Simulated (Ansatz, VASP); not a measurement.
## Two plane-wave programs on Ru

```
CELL_PARAMETERS angstrom
2.72003 0.00000 0.00000
-1.36001 2.35561 0.00000
0.00000 0.00000 4.29677
ATOMIC_POSITIONS crystal
Ru 0.33333 0.66667 0.25000
Ru 0.66667 0.33333 0.75000
```

Alike in both runs: functional PBE; k mesh 18 × 18 × 10; occupations gaussian, width 0.1 eV; no spin polarisation.

Ansatz relaxed the structure, and its values are those at the end. VASP's run is a single point on that final structure, the one shown.

|  | VASP | Ansatz |
| --- | --- | --- |
| version | VASP 6.6.1 | Ansatz 0.2.0 |
| potentials or method | VASP PAW PBE potentials, release 64 (Ru_pv) | scalar-relativistic, plane waves, PAW |
| plane-wave cutoff (eV) | 520 | 420 |
| valence electrons in the cell | 28 | 32 |

```tsv
	VASP	Ansatz	Ansatz less VASP
gap on the k mesh at the Fermi level (eV)	none	none	-
pressure (GPa)	-0.1	0.0	+0.11
```

A gap of «none» marks a metal or a gap that the smearing closes. The two sets of potentials don't hold the same shells in valence.
